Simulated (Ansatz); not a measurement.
# The honeycomb GaAs bilayer (AB) under a gate, part 2 of 3

How does the honeycomb GaAs bilayer (AB) take up charge from its gate?

Ansatz 0.2.0; plane-wave DFT, PBE-D3(BJ), Ansatz PAW.

So far. Step 2 (Relaxation): The lattice constant a goes from 4.050 to 4.015 Å.

## (3) Gated layer, added electrons 0, start network

The slab is cut off from its images along the normal. A charged sheet stands for each gate, the layer takes the opposite charge, and a barrier ahead of the sheet keeps electrons from leaking to it. The uncharged case sets the zero; a dense mesh is needed because few carriers fill a small part of the zone.

The cell differs from the one that the last finished run ended in (c 39.360 → 38.426 Å).

input.yaml

```yaml
crystal:
  lattice:
    - [4.0150554658, 0.0, 0.0]
    - [-2.0075277329, 3.477140031, 0.0]
    - [0.0, 0.0, 38.4256663937]
  atoms:
    - { symbol: As, position: [0.6666666667, 0.3333333333, 0.4450150539] }
    - { symbol: Ga, position: [0.3333333333, 0.6666666667, 0.461280972] }
    - { symbol: As, position: [0.0, 0.0, 0.5389911154] }
    - { symbol: Ga, position: [0.6666666667, 0.3333333333, 0.5549849461] }
  periodic: [true, true, false]
  symmetry: { detect: true }
kpoints:
  mp_grid: { grid: [72, 72, 1] }
  band_path:
    path: [[0, 0, 0], [0.5, 0, 0], [0.33333333, 0.33333333, 0], [0, 0, 0]]
    npoints: 16
hamiltonian:
  xc: pbe
  dispersion: d3bj
scf:
  occupations: { method: fermi_dirac, width: 0.02585 }
  convergence: { dr2_threshold: 1.0e-10 }
output:
  forces: true
  eigenvalues: true
  dos: { projected: true, e_range: [-3, 3], de: 0.01 }
  write_potential: true
  write_density: true
  volumetric_format: npy
  elf: true
external_charges:
  - { charge: 0, barrier: 10, axis: 3, height: 24.826, sigma: 0.25 }
```

Launch:

```
ansatz run input.yaml --threads 4 --pin off --max-ram 16384MiB --backend cpu --events-out ev --progress --plain --runs-dir out
```

Numbers of over 12 decimals in the logs are rounded to 6 here.

The program printed:

```text
[...]
Crystal: 4 atoms, lattice volume = 536.457 Å³
Basis set: ecut = 420 eV, 10557 PW (Γ), exchange–correlation on 54×54×540 points (8 copies of the dense FFT grid, shifted against one another)
Bands: 34, of which v1, the nominal top of the filled ones, is band 28 counted from 1 (27 counted from 0)
Symmetry: 6 space group operations
[...]
k-points: 469 of 5184 (time reversal used)
[...]
SCF iter   1: F=—  HF=-17278.912476 eV  |F-HF|=—  |Δ(HF+E_count)|=         —  Δρ=1.45e-3  dr2=3.39e-2  ethr=1.77e-3  ⟨swp⟩=13.6  Hψ=99488  notcnv=0  defer=14
[...]
SCF iter  13: F=-17278.906825 eV  HF=-17278.906825 eV  |F-HF|=1.16e-10  |Δ(HF+E_count)|=  3.93e-10  Δρ=3.98e-8  dr2=1.10e-11  ethr=1.00e-12  ⟨swp⟩=7.4  Hψ=89627  notcnv=0
SCF 1 converged in 13 iterations: F = -17278.906825 eV  dr2 = 1.10e-11
[...]
NSCF: frozen V_eff on 49 k-points
SCF converged after 13 iterations
Free energy (F): -17278.906825 eV
[...]
Internal energy: -17278.906825 eV  (E = F + TS)
E sigma→0 (E₀):  -17278.906825 eV
Fermi energy:    -4.552372 eV
[...]
--- Forces (eV/Å), atoms and charges each counted from 1 ---
  atom   1  As     0.00000000     0.00000000     0.00007934
  atom   2  Ga     0.00000000    -0.00000000    -0.00115730
  atom   3  As     0.00000000     0.00000000    -0.00172838
  atom   4  Ga     0.00000000     0.00000000    -0.01082583
  external charge   1     0.00000000     0.00000000     0.01363096
  max |Σ_I F_I| component, the external charges' with the atoms': 1.21e-6 eV/Å
--- Band table (eV; the first three rows and the last of 469) ---
  k-point 0: bands = [... 24 lower, -5.5248, -5.5248, -4.9705, -4.9705, -3.9996, -3.6180, -1.7689, -0.5242, ... 2 higher]
  k-point 1: bands = [... 24 lower, -5.5500, -5.5292, -5.0034, -4.9743, -3.9716, -3.5859, -1.7668, -0.5361, ... 2 higher]
  k-point 2: bands = [... 24 lower, -5.6198, -5.5421, -5.0922, -4.9855, -3.8948, -3.4979, -1.7606, -0.5689, ... 2 higher]
  k-point 468: bands = [... 24 lower, -8.6387, -8.1246, -5.5215, -5.1642, -3.5039, -3.3688, 0.4339, 0.7185, ... 2 higher]
```

Wall time 6.1 min (4 threads of Arm Neoverse V1, shared host); peak memory 5.2 GiB; 24 min of CPU time.

Numbers from this step:

```
gap along the path                                                                  : 0.8469 eV
smallest direct gap along the path                                                  : 0.9710 eV
gap, the smaller of path and mesh                                                   : 0.8469 eV
potential beyond the upper barrier and gate, less the barrier, from the Fermi level : 3.879 eV
```

Running mean over a fixed 2.7 Å (it still follows the layers) of the planar mean; beyond a gate it holds the 10 eV model barrier. The electron's electrostatic potential energy less the Fermi level by z:

```tsv
z (Å)	electron's electrostatic potential energy less the Fermi level (eV)
4	5.23
6	5.23
8	5.23
10	5.23
12	5.23
14	5.18
16	1.60
18	-1.88
20	-1.04
22	-1.34
24	5.71
26	13.1
28	13.9
30	13.9
32	13.9
34	13.9
```

The density of states has structure finer than the step of the table below, so its rows give means over 0.2 eV, whole bins alone (the curve runs from -3 to 2.41 eV). Peaks (eV: height): -2.80: 5.69, -2.67: 4.72, -1.77: 4.36, -1.35: 6.45, -0.83: 5.99, -0.61: 4.29, 1.75: 4.36.

Table of density of states by energy, zero at the Fermi level of the run, which the smearing sets inside the gap; means over each step:

```tsv
energy (eV)	density of states (states/eV a cell)
-2.8	3.38
-2.6	3.20
-2.4	2.56
-2.2	2.37
-2.0	2.58
-1.8	3.17
-1.6	2.54
-1.4	3.12
-1.2	2.89
-1.0	2.43
-0.8	3.81
-0.6	3.03
-0.4	0.166
-0.2	0
0.0	0
0.2	0
0.4	0.253
0.6	0.842
0.8	1.20
1.0	2.12
1.2	1.63
1.4	1.67
1.6	2.73
1.8	3.40
2.0	2.61
2.2	2.89
```

Projected DOS per atom over height of the atomic layer and energy from the Fermi level. Layers: As Ga As Ga from below.

Values in states/eV, 22 rows by 4 columns, each cell a mean:
```
0.74 0.73 0.24 0.62
0.66 0.74 0.40 0.76
0.53 0.85 0.66 1.07
0.35 0.67 0.53 0.89
0.18 0.47 0.38 0.58
0.26 0.26 0.40 1.01
0.23 0.20 0.28 0.55
0.18 0.13 0.19 0.30
0.02 0.02 0.02 0.03
0.00 0.00 0.00 0.00
0.00 0.00 0.00 0.00
0.23 0.06 0.04 0.01
2.02 0.48 0.65 0.14
1.64 0.57 0.70 0.22
1.14 0.41 0.92 0.34
1.11 0.44 1.02 0.41
0.94 0.45 0.97 0.39
0.96 0.52 0.91 0.42
0.64 0.39 0.94 0.46
0.53 0.39 1.07 0.54
0.77 0.63 1.21 0.65
0.60 0.49 0.91 0.52
```
Columns: height of the atomic layer (Å) from 17.1 to 21.3 (not evenly spaced); rows upwards: energy from the Fermi level (eV) from -2.98 to 2.42.

Electronic bands along the path, in eV, zero at the Fermi level of the run, which the smearing sets inside the gap:

```tsv
point	band 25	band 26	band 27	band 28	band 29	band 30	band 31	band 32
Γ	-0.97	-0.97	-0.42	-0.42	0.55	0.93	2.78	4.03
halfway	-2.84	-1.85	-1.22	-1.22	1.51	2.17	2.70	3.84
M	-2.45	-1.80	-1.76	-0.88	0.43	1.52	2.05	2.91
halfway	-3.47	-2.86	-1.36	-0.72	0.85	1.70	3.36	3.96
K	-4.09	-3.57	-0.97	-0.61	1.05	1.18	4.99	5.27
halfway	-2.69	-2.48	-1.88	-1.03	1.96	2.54	3.45	4.07
Γ	-0.97	-0.97	-0.42	-0.42	0.55	0.93	2.78	4.03
```

Valence density in the ca plane at fractional y = 0.333, with atoms of As and Ga within 0.2 Å of it. It is the smooth field of the valence electrons, not physical close to the nuclei.

Values in e/Å³, 6 rows by 16 columns, each cell a mean:
```
 0  0  0  0  0  0  0  1  1  0  0  0  0  0  0  0
 0  0  0  0  0  0  0 10  5  0  0  5 11  0  0  0
 0  0  0  0  0  0  0  6  3  0  0  3  6  0  0  0
 0  0  0  0  0  0  0  0  0  0  0  0  0  0  0  0
 0  0  0  0  0  0  0  0  0  0  0  0  0  0  0  0
 0  0  0  0  0  0  0  0  0  0  0  0  0  0  0  0
```
Columns run along c (16.0 Å, from fractional 0.24 to 0.66 of the cell), rows up along a (4.0 Å). Atoms in or near the plane, at fractional coordinates: As at (0.45, 0.67), Ga at (0.55, 0.67).

ELF in the ca plane at fractional y = 0.333, with atoms of As and Ga within 0.2 Å of it. It is the smooth field of the valence electrons, not physical close to the nuclei.

Ten even steps from '0' (0.00) to '9' (0.82), each cell a mean:
```
00000000000000013678888875201355544443100000
00000000000000146899877775200233323343200000
00000000000001258998533676300122101333210000
00000000000001358998432566300122021233210000
00000000000001257999634676300122101333210000
00000000000000136899877775201233333343200000
00000000000000013567778764201456555543100000
00000000000000000124555553102567765432100000
00000000000000000001233333113676665421000000
00000000000000000001233333113676665421000000
00000000000000001234566653102567766532100000
```
Columns run along c (16.0 Å, from fractional 0.24 to 0.66 of the cell), rows up along a (4.0 Å). Atoms in or near the plane, at fractional coordinates: As at (0.45, 0.67), Ga at (0.55, 0.67).

Electrostatic potential energy in the ca plane at fractional y = 0.333, with atoms of As and Ga within 0.2 Å of it. With pseudopotentials it is smooth inside the atoms' cores, unlike the true potential.

Ten even steps from '0' (-24 eV) to '9' (5 eV), each cell a mean:
```
88888888888888888876544677777765445677777889
88888888888888888874111267787753001467777889
88888888888888888762496147787640000157777889
88888888888888888751799137777630000056777789
88888888888888888762375147787640000157777889
88888888888888888874211367787763101467777889
88888888888888888877545677777766555677777889
88888888888888888887766667777766667777777889
88888888888888888887766667777765567777777889
88888888888888888887766667777765667777777889
88888888888888888887766667777766667777777889
```
Columns run along c (16.0 Å, from fractional 0.24 to 0.66 of the cell; values clipped at the 3rd and 97th percentile), rows up along a (4.0 Å). Atoms in or near the plane, at fractional coordinates: As at (0.45, 0.67), Ga at (0.55, 0.67).

The gap, the smaller of path and mesh, is 0.847 eV.

## (4) Gated layer, added electrons 1×10¹³ per cm², start atoms

input.yaml, the sections that differ from step 3:

```yaml
total_charge: -0.013961
kpoints:
  mp_grid: { grid: [72, 72, 1] }
output:
  forces: true
  eigenvalues: true
  write_potential: true
  write_density: true
  volumetric_format: npy
external_charges:
  - { charge: 0, barrier: 10, axis: 3, height: 24.826, sigma: 0.25 }
  - { charge: 0.013961, axis: 3, height: 26.326, sigma: 0.5 }
# crystal, hamiltonian, scf: as in step 3
```

The program printed:

```text
[...]
Crystal: 4 atoms, lattice volume = 536.457 Å³
Basis set: ecut = 420 eV, 10557 PW (Γ), exchange–correlation on 54×54×540 points (8 copies of the dense FFT grid, shifted against one another)
Bands: 34, of which v1, the nominal top of the filled ones, is band 28 counted from 1 (27 counted from 0)
Symmetry: 6 space group operations
[...]
k-points: 469 of 5184 (time reversal used)
[...]
SCF iter   1: F=—  HF=-17279.524161 eV  |F-HF|=—  |Δ(HF+E_count)|=         —  Δρ=1.55e-2  dr2=2.63e0  ethr=3.10e-3  ⟨swp⟩=13.3  Hψ=98080  notcnv=0
[...]
SCF iter  13: F=-17278.951097 eV  HF=-17278.951097 eV  |F-HF|=5.86e-10  |Δ(HF+E_count)|=   1.59e-9  Δρ=8.95e-8  dr2=4.47e-11  ethr=1.00e-12  ⟨swp⟩=24.5  Hψ=133758  notcnv=0
SCF 1 converged in 13 iterations: F = -17278.951097 eV  dr2 = 4.47e-11
[...]
WARN: The output density's exchange-correlation potential varies sharply where the density is thin. Do not read a vacuum level from v_tot or v_xc, or from such a field of the output density. On a cell that repeats whose density bears no net charge and no dipole along the vacuum's axis use v_es (v_loc + v_h of the components); under efield.dipole_correction with no amplitude use v_es + v_field, which holds any externa [...]
SCF converged after 13 iterations
Free energy (F): -17278.951097 eV
[...]
Internal energy: -17278.950265 eV  (E = F + TS)
E sigma→0 (E₀):  -17278.950681 eV
Entropy (-TS):   -0.000832 eV (-0.208 meV/atom)
Fermi energy:    -3.798221 eV
[...]
--- Forces (eV/Å), atoms and charges each counted from 1 ---
  atom   1  As     0.00000000     0.00000000    -0.00049846
  atom   2  Ga     0.00000000     0.00000000     0.00673528
  atom   3  As     0.00000000     0.00000000    -0.00191683
  atom   4  Ga     0.00000000     0.00000000    -0.01841746
  external charge   1     0.00000000     0.00000000     0.01536207
  external charge   2     0.00000000     0.00000000    -0.00126227
  max |Σ_I F_I| component, the external charges' with the atoms': 2.32e-6 eV/Å
--- Band table (eV; the first three rows and the last of 469) ---
  k-point 0: bands = [... 24 lower, -5.2015, -5.2015, -4.6284, -4.6284, -3.6758, -3.2763, -1.5205, -0.1994, ... 2 higher]
  k-point 1: bands = [... 24 lower, -5.2266, -5.2058, -4.6613, -4.6321, -3.6479, -3.2442, -1.5183, -0.2112, ... 2 higher]
  k-point 2: bands = [... 24 lower, -5.2965, -5.2187, -4.7503, -4.6433, -3.5711, -3.1563, -1.5118, -0.2438, ... 2 higher]
  k-point 468: bands = [... 24 lower, -8.3160, -7.7836, -5.2062, -4.8272, -3.2033, -3.0310, 0.7076, 1.0362, ... 2 higher]
```

It took 6.1 min on 4 threads; peak memory 5.1 GiB; 24 min of CPU time.

Numbers from this step:

| Property | Result |
| --- | --- |
| energy at zero smearing | -17278.9507 eV |
| potential beyond the upper barrier and gate, less the barrier, from the Fermi level | 2.783 eV |

Against the uncharged case this takes +1.10 V.

## (5) Gated layer, added electrons 3×10¹³ per cm², start atoms

Edit input.yaml of step 4 so:

```diff
@@ -12,3 +12,3 @@
   symmetry: { detect: true }
-total_charge: -0.013961
+total_charge: -0.041883
 kpoints:
@@ -29,2 +29,2 @@
   - { charge: 0, barrier: 10, axis: 3, height: 24.826, sigma: 0.25 }
-  - { charge: 0.013961, axis: 3, height: 26.326, sigma: 0.5 }
+  - { charge: 0.041883, axis: 3, height: 26.326, sigma: 0.5 }
```

The program printed:

```text
[...]
Crystal: 4 atoms, lattice volume = 536.457 Å³
Basis set: ecut = 420 eV, 10557 PW (Γ), exchange–correlation on 54×54×540 points (8 copies of the dense FFT grid, shifted against one another)
Bands: 34, of which v1, the nominal top of the filled ones, is band 28 counted from 1 (27 counted from 0)
Symmetry: 6 space group operations
[...]
k-points: 469 of 5184 (time reversal used)
[...]
--- Band table (eV; the first three rows and the last of 469) ---
  k-point 0: bands = [... 24 lower, -4.5612, -4.5612, -3.9555, -3.9555, -3.0347, -2.6045, -1.0424, 0.4430, ... 2 higher]
  k-point 1: bands = [... 24 lower, -4.5864, -4.5655, -3.9886, -3.9593, -3.0069, -2.5724, -1.0399, 0.4314, ... 2 higher]
  k-point 2: bands = [... 24 lower, -4.6564, -4.5784, -4.0778, -3.9706, -2.9303, -2.4848, -1.0326, 0.3991, ... 2 higher]
  k-point 468: bands = [... 24 lower, -7.6770, -7.1130, -4.5821, -4.1643, -2.6078, -2.3661, 1.2437, 1.6546, ... 2 higher]
[key lines of the parts left out:]
SCF converged after 14 iterations
Free energy (F): -17279.012581 eV
Fermi energy:    -3.112824 eV
```

The job ended after 6.3 min (4 threads; peak memory 5.2 GiB).

Against the uncharged case this takes +2.45 V.

## (6) Gated layer, added electrons 6×10¹³ per cm², start atoms

Edit input.yaml of step 5 so:

```diff
@@ -12,3 +12,3 @@
   symmetry: { detect: true }
-total_charge: -0.041883
+total_charge: -0.083765
 kpoints:
@@ -29,2 +29,2 @@
   - { charge: 0, barrier: 10, axis: 3, height: 24.826, sigma: 0.25 }
-  - { charge: 0.041883, axis: 3, height: 26.326, sigma: 0.5 }
+  - { charge: 0.083765, axis: 3, height: 26.326, sigma: 0.5 }
```

The program printed:

```text
[...]
Crystal: 4 atoms, lattice volume = 536.457 Å³
Basis set: ecut = 420 eV, 10557 PW (Γ), exchange–correlation on 54×54×540 points (8 copies of the dense FFT grid, shifted against one another)
Bands: 34, of which v1, the nominal top of the filled ones, is band 28 counted from 1 (27 counted from 0)
Symmetry: 6 space group operations
[...]
k-points: 469 of 5184 (time reversal used)
[...]
--- Band table (eV; the first three rows and the last of 469) ---
  k-point 0: bands = [... 24 lower, -3.6201, -3.6201, -2.9774, -2.9774, -2.0930, -1.6285, -0.3746, 1.3860, ... 2 higher]
  k-point 1: bands = [... 24 lower, -3.6454, -3.6244, -3.0106, -2.9812, -2.0653, -1.5966, -0.3717, 1.3744, ... 2 higher]
  k-point 2: bands = [... 24 lower, -3.7159, -3.6372, -3.1001, -2.9925, -1.9890, -1.5095, -0.3629, 1.3425, ... 2 higher]
  k-point 468: bands = [... 24 lower, -6.7377, -6.1378, -3.6655, -3.2000, -1.7320, -1.3981, 2.0156, 2.5311, ... 2 higher]
[key lines of the parts left out:]
SCF converged after 13 iterations
Free energy (F): -17279.040666 eV
Fermi energy:    -2.133508 eV
```

The job ended after 5.7 min (4 threads; peak memory 5.2 GiB; 23 min of CPU time).

Against the uncharged case this takes +4.41 V.

## (7) Gated layer, added electrons 10×10¹³ per cm², start atoms

Edit input.yaml of step 6 so:

```diff
@@ -12,3 +12,3 @@
   symmetry: { detect: true }
-total_charge: -0.083765
+total_charge: -0.139609
 kpoints:
@@ -29,2 +29,2 @@
   - { charge: 0, barrier: 10, axis: 3, height: 24.826, sigma: 0.25 }
-  - { charge: 0.083765, axis: 3, height: 26.326, sigma: 0.5 }
+  - { charge: 0.139609, axis: 3, height: 26.326, sigma: 0.5 }
```

The program printed:

```text
[...]
Crystal: 4 atoms, lattice volume = 536.457 Å³
Basis set: ecut = 420 eV, 10557 PW (Γ), exchange–correlation on 54×54×540 points (8 copies of the dense FFT grid, shifted against one another)
Bands: 34, of which v1, the nominal top of the filled ones, is band 28 counted from 1 (27 counted from 0)
Symmetry: 6 space group operations
[...]
k-points: 469 of 5184 (time reversal used)
[...]
--- Band table (eV; the first three rows and the last of 469) ---
  k-point 0: bands = [... 24 lower, -2.4131, -2.4131, -1.7400, -1.7400, -0.8856, -0.3962, 0.4156, 2.5943, ... 2 higher]
  k-point 1: bands = [... 24 lower, -2.4389, -2.4174, -1.7732, -1.7438, -0.8579, -0.3649, 0.4194, 2.5828, ... 2 higher]
  k-point 2: bands = [... 24 lower, -2.5104, -2.4302, -1.8630, -1.7551, -0.7821, -0.2796, 0.4314, 2.5509, ... 2 higher]
  k-point 468: bands = [... 24 lower, -5.5327, -4.9032, -2.4902, -1.9781, -0.6069, -0.1710, 2.9719, 3.5739, ... 2 higher]
[key lines of the parts left out:]
SCF converged after 13 iterations
Free energy (F): -17278.964160 eV
Fermi energy:    -0.900285 eV
```

Run time: 5.2 min. Hardware: 4 threads; peak memory 5.2 GiB.

Against the uncharged case this takes +6.88 V.

## (8) Gated layer, added electrons -1×10¹³ per cm², start atoms

Edit input.yaml of step 7 so:

```diff
@@ -12,3 +12,3 @@
   symmetry: { detect: true }
-total_charge: -0.139609
+total_charge: 0.013961
 kpoints:
@@ -29,2 +29,2 @@
   - { charge: 0, barrier: 10, axis: 3, height: 24.826, sigma: 0.25 }
-  - { charge: 0.139609, axis: 3, height: 26.326, sigma: 0.5 }
+  - { charge: -0.013961, axis: 3, height: 26.326, sigma: 0.5 }
```

The program printed:

```text
[...]
Crystal: 4 atoms, lattice volume = 536.457 Å³
Basis set: ecut = 420 eV, 10557 PW (Γ), exchange–correlation on 54×54×540 points (8 copies of the dense FFT grid, shifted against one another)
Bands: 34, of which v1, the nominal top of the filled ones, is band 28 counted from 1 (27 counted from 0)
Symmetry: 6 space group operations
[...]
k-points: 469 of 5184 (time reversal used)
[...]
--- Band table (eV; the first three rows and the last of 469) ---
  k-point 0: bands = [... 24 lower, -5.8305, -5.8305, -5.3491, -5.3491, -4.3112, -3.9933, -2.0127, -0.8395, ... 2 higher]
  k-point 1: bands = [... 24 lower, -5.8560, -5.8349, -5.3818, -5.3528, -4.2831, -3.9612, -2.0107, -0.8518, ... 2 higher]
  k-point 2: bands = [... 24 lower, -5.9270, -5.8480, -5.4698, -5.3639, -4.2059, -3.8732, -2.0048, -0.8857, ... 2 higher]
  k-point 468: bands = [... 24 lower, -8.9452, -8.4990, -5.8268, -5.5248, -3.7932, -3.7266, 0.1700, 0.3829, ... 2 higher]
[key lines of the parts left out:]
SCF converged after 14 iterations
Free energy (F): -17278.842253 eV
Fermi energy:    -5.355634 eV
```

It took 6.2 min on 4 threads; peak memory 5.2 GiB.

Against the uncharged case this takes -1.17 V.

## (9) Gated layer, added electrons -3×10¹³ per cm², start atoms

Edit input.yaml of step 8 so:

```diff
@@ -12,3 +12,3 @@
   symmetry: { detect: true }
-total_charge: 0.013961
+total_charge: 0.041883
 kpoints:
@@ -29,2 +29,2 @@
   - { charge: 0, barrier: 10, axis: 3, height: 24.826, sigma: 0.25 }
-  - { charge: -0.013961, axis: 3, height: 26.326, sigma: 0.5 }
+  - { charge: -0.041883, axis: 3, height: 26.326, sigma: 0.5 }
```

The program printed:

```text
[...]
Crystal: 4 atoms, lattice volume = 536.457 Å³
Basis set: ecut = 420 eV, 10557 PW (Γ), exchange–correlation on 54×54×540 points (8 copies of the dense FFT grid, shifted against one another)
Bands: 34, of which v1, the nominal top of the filled ones, is band 28 counted from 1 (27 counted from 0)
Symmetry: 6 space group operations
[...]
k-points: 469 of 5184 (time reversal used)
[...]
--- Band table (eV; the first three rows and the last of 469) ---
  k-point 0: bands = [... 24 lower, -6.4598, -6.4598, -6.0802, -6.0802, -4.9482, -4.7219, -2.5256, -1.4832, ... 2 higher]
  k-point 1: bands = [... 24 lower, -6.4858, -6.4642, -6.1124, -6.0838, -4.9199, -4.6898, -2.5238, -1.4962, ... 2 higher]
  k-point 2: bands = [... 24 lower, -6.5584, -6.4775, -6.1992, -6.0946, -4.8422, -4.6016, -2.5183, -1.5318, ... 2 higher]
  k-point 468: bands = [... 24 lower, -9.5736, -9.2246, -6.4520, -6.2382, -4.4313, -4.3816, -0.3760, -0.2906, ... 2 higher]
[key lines of the parts left out:]
SCF converged after 14 iterations
Free energy (F): -17278.683534 eV
Fermi energy:    -6.097373 eV
```

Elapsed: 6.2 min, on 4 threads; peak memory 5.2 GiB; 25 min of CPU time.

Against the uncharged case this takes -2.64 V.

[end of part 2 of 3]

[Logs are printed without paths, hosts, clocks, repeated set-up lines and the standing remarks that a program may print on its own settings, such as how far it seeks lower states.]

[Hosts, paths, dates, database ids (printed as entryN), source tags and the programs' standing remarks are cut or masked in the printed files.]

[Maps of the electrostatic potential energy from Ansatz leave out the sawtooth potential of an applied field or a dipole correction, so their vacuum need not be flat; planar profiles and work functions include it.]

[The density of states shown here was stored with 400 of the rows of the run's finer table, so its peaks can read low, often by over a quarter, or be missed, and its means over a window can be off by a tenth or more.]
